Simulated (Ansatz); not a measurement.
# AlAs (F-43m): how G0W0 depends on its starting point, part 2 of 2

How much of the starting functional survives in the G0W0 gap of AlAs (F-43m)?

Ansatz 0.2.0; G0W0 on several functionals, plane waves, PAW. Known limits of the many-body steps: not at the basis limit; no spin-orbit coupling.

So far. Step 3 (G0W0 on PBE): Against the run with 6×6×6 mesh, 102 empty bands, screening to 100 eV, PAW set soft_1 files on LDA, the gap moves by +0.07 eV, while the start moved by +0.10 eV. Step 4 (G0W0 on HSE06): Against the run with 6×6×6 mesh, 102 empty bands, screening to 100 eV, PAW set soft_1 files on PBE, the gap moves by +0.29 eV, while the start moved by +0.64 eV.

In doubt: masses and optical values from hybrid runs of this build are listed as unsure (steps 4, 5, 6), which bears on the screening that GW takes from such a start.

## Step 5: G0W0 on PBE0

This step: G0W0 on PBE0, plane waves, PAW; PAW set soft_1.

Input file input.yaml:

```yaml
crystal:
  lattice:
    - [0.0, 2.8304, 2.8304]
    - [2.8304, 0.0, 2.8304]
    - [2.8304, 2.8304, 0.0]
  atoms:
    - { symbol: Al, position: [0.0, 0.0, 0.0] }
    - { symbol: As, position: [0.25, 0.25, 0.25] }
kpoints:
  mp_grid: { grid: [6, 6, 6] }
hamiltonian:
  xc: pbe0
  pseudopotentials: { kind: paw, azcp: { folder: soft_1 } }
scf:
  occupations: { method: fixed }
gw:
  n_empty_bands: 102
  ecut_chi: 100
  qp_bands: [v2, c2]
  qp_kpoints: band_edges
  screening: { model: contour_deformation }
```

Started as:

```sh
ansatz run input.yaml --threads 3 --pin off --max-ram 92160MiB --backend cuda --events-out ev --progress --plain --runs-dir out --devices 1 --max-vram 13GiB
```

Numbers of over 12 decimals in the logs are rounded to 6 here.

Output:

```text
GPUs: using 1 of 1 available (devices: 1).
[...]
GPU FFT provider: cuFFT
GPU libraries: cuBLAS 13.8.2, cuFFT 12.4.0, cuSOLVER 12.3.4
Crystal: 2 atoms, lattice volume = 45.350 Å³
Basis set: ecut = 420 eV, 893 PW (Γ)
Bands: 13, of which v1, the nominal top of the filled ones, is band 9 counted from 1 (8 counted from 0)
Symmetry: 24 space group operations
[...]
k-points: 16 of 216 (time reversal used)
[...]
1    10      9.6778    -8.1917    -3.7015   -11.8392  0.8131     9.6238     9.6237  root
     1    11     11.6575    -6.4949    -4.0655   -10.3772  0.7990    11.4747    11.4743  root
[...]
12     8      2.9193   -15.3964     1.7732   -13.6240  0.7882     2.9201     2.9201  root
    12     9      2.9193   -15.3964     1.7732   -13.6240  0.7882     2.9201     2.9201  root
    12    10      8.0672    -5.3406    -3.4038    -8.4976  0.8230     7.8209     7.8204  root
    12    11      8.9953    -6.3218    -3.4520    -9.5766  0.8201     8.7985     8.7981  root
[key lines of the parts left out:]
Free energy (F): -5396.463602 eV
Fermi energy:    5.331045 eV
```

It took 34 s on 1 × NVIDIA H100 80GB HBM3 (shared by 6 runs) with 3 threads of AMD EPYC 7R13 (Zen 3), shared host; peak memory 1.3 GiB.

This step gave:

* bands summed: 111
* RPA ε∞ on this mesh (eigenvalues): 6.635, 6.635, 6.635
* plane waves in the screening matrix: 113
* G0W0 gap on the mesh: 2.498 eV
* k of the valence top: 0, 0, 0
* k of the conduction bottom: 0, -0.5, -0.5
* starting gap on the mesh: 2.736 eV
* least direct G0W0 gap on the computed points: 3.634 eV

Against the run with 6×6×6 mesh, 102 empty bands, screening to 100 eV, PAW set soft_1 files on HSE06, the gap moves by +0.17 eV, while the start moved by +0.66 eV.

## Step 6: G0W0 on Hartree-Fock

This step: G0W0 on Hartree-Fock, plane waves, PAW; PAW set soft_1.

Changes to input.yaml since step 5:

```diff
@@ -11,3 +11,3 @@
 hamiltonian:
-  xc: pbe0
+  xc: hf
   pseudopotentials: { kind: paw, azcp: { folder: soft_1 } }
```

Output:

```text
GPUs: using 1 of 1 available (devices: 1).
[...]
GPU FFT provider: cuFFT
GPU libraries: cuBLAS 13.8.2, cuFFT 12.4.0, cuSOLVER 12.3.4
Crystal: 2 atoms, lattice volume = 45.350 Å³
Basis set: ecut = 420 eV, 893 PW (Γ)
Bands: 13, of which v1, the nominal top of the filled ones, is band 9 counted from 1 (8 counted from 0)
Symmetry: 24 space group operations
[...]
k-points: 16 of 216 (time reversal used)
[...]
1    10     13.6629    -7.3093    -2.9544    -7.3360  0.8795    10.7637    10.7351  root
     1    11     15.6255    -6.1083    -3.0694    -6.1218  0.8733    12.6049    12.5696  root
[...]
12     8      1.0742   -15.5801     1.3539   -15.5586  0.8667     2.3996     2.4066  root
    12     9      1.0742   -15.5801     1.3539   -15.5586  0.8667     2.3996     2.4066  root
    12    10     11.4196    -4.8637    -2.7323    -4.8840  0.8863     8.7303     8.7075  root
    12    11     12.4156    -5.8446    -2.7266    -5.8646  0.8847     9.7315     9.7090  root
[key lines of the parts left out:]
Free energy (F): -5345.020897 eV
Fermi energy:    4.036808 eV
```

Run time: 38 s. Hardware: 1 × NVIDIA H100 80GB HBM3 (shared by 6 runs) with 3 threads; peak memory 1.4 GiB; 44 s of CPU time.

Numbers from this step:

| Quantity | Value |
| --- | --- |
| bands summed | 111 |
| RPA ε∞ on this mesh (eigenvalues) | 3.321, 3.321, 3.321 |
| plane waves in the screening matrix | 113 |
| G0W0 gap on the mesh | 3.731 eV |
| k of the valence top | 0, 0, 0 |
| k of the conduction bottom | 0, -0.5, -0.5 |
| starting gap on the mesh | 7.383 eV |
| least direct G0W0 gap on the computed points | 5.192 eV |

Against the run with 6×6×6 mesh, 102 empty bands, screening to 100 eV, PAW set soft_1 files on PBE0, the gap moves by +1.23 eV, while the start moved by +4.65 eV.

## Step 7: Side by side

All on the 6×6×6 mesh with 102 empty bands and screening to 100 eV. Times are wall times on 1 × NVIDIA H100 80GB HBM3 (shared by 6 runs) with 3 threads of AMD EPYC 7R13 (Zen 3), shared host, good to a factor of about two.

```tsv
start	starting gap (eV)	shift (eV)	G0W0 gap (eV)	RPA ε∞ (harmonic mean)	Z (valence, conduction)	time
LDA	1.35	+0.61	1.96	10.90	0.77, 0.79	14 s
PBE	1.44	+0.59	2.03	10.13	0.77, 0.79	17 s
HSE06	2.08	+0.24	2.32	7.54	0.79, 0.81	41 s
PBE0	2.74	−0.24	2.50	6.64	0.81, 0.82	34 s
Hartree-Fock	7.38	−3.65	3.73	3.32	0.88, 0.89	38 s
```

How the two edges are built up, in eV (the quasiparticle level is the starting level plus Σx plus Σc less Vxc):

```tsv
run	edge	start	Σx	Σc	Vxc	Z	QP
LDA	valence top	5.87	-15.78	1.19	-14.24	0.77	5.52
LDA	conduction bottom	7.22	-5.53	-3.65	-9.44	0.79	7.48
PBE	valence top	6.12	-15.76	1.26	-13.94	0.77	5.55
PBE	conduction bottom	7.56	-5.52	-3.58	-9.13	0.79	7.58
HSE06	valence top	5.67	-15.79	1.19	-14.33	0.79	5.41
HSE06	conduction bottom	7.75	-5.35	-3.49	-8.82	0.81	7.73
PBE0	valence top	5.33	-15.80	1.12	-14.67	0.81	5.32
PBE0	conduction bottom	8.07	-5.34	-3.40	-8.50	0.82	7.82
```

For a hybrid start, Vxc holds its share of exact exchange.

## Step 8: Outcome

```yaml
g0w0_lda: 1.96 eV (start 1.35 eV)
g0w0_pbe: 2.03 eV (start 1.44 eV)
g0w0_hse06: 2.32 eV (start 2.08 eV)
g0w0_pbe0: 2.50 eV (start 2.74 eV)
g0w0_hartree_fock: 3.73 eV (start 7.38 eV)
known_limits: not at the basis limit; no spin-orbit coupling
```

The starting gaps span 6.04 eV and the G0W0 gaps 1.77 eV. Between LDA and Hartree-Fock, 1.77 eV of the 6.04 eV survives, 29 %. Hartree-Fock screens less than LDA (ε∞ 3.32 against 10.90). Of the 1.77 eV by which its G0W0 gap is higher, the correlation part gives +1.13 eV, and exchange with the one-particle terms, which follow the orbitals, +0.64 eV. On PBE0 and Hartree-Fock the correction is negative: that start lies above its own G0W0 value. The smallest correction, −0.24 eV, is on PBE0, the start nearest to reproducing itself, though another is as near within the errors. Bands and cutoff are finite, so the gap is not at the basis limit. The miss can reach some tenths of an eV and take either sign; the mesh is an error of its own. The program warns that the mesh is coarse for exact exchange, which bears on the hybrid start's gap. The many-body steps are scalar-relativistic: spin-orbit coupling is not in them.

[Paths, hosts, dates, memory and timing lines, banners, echoed tables and standing remarks are left out of the program output.]

[Logs are printed without paths, hosts, clocks, repeated set-up lines and the standing remarks that a program may print on its own settings, such as how far it seeks lower states.]

[Runs of the session that timed out or met a known fault of the program may be left out.]

[Cells called generated may have been cut or substituted from an entry of the Crystallography Open Database or the Materials Project.]

[Hosts, paths, dates, database ids (printed as entryN), source tags and the programs' standing remarks are cut or masked in the printed files.]
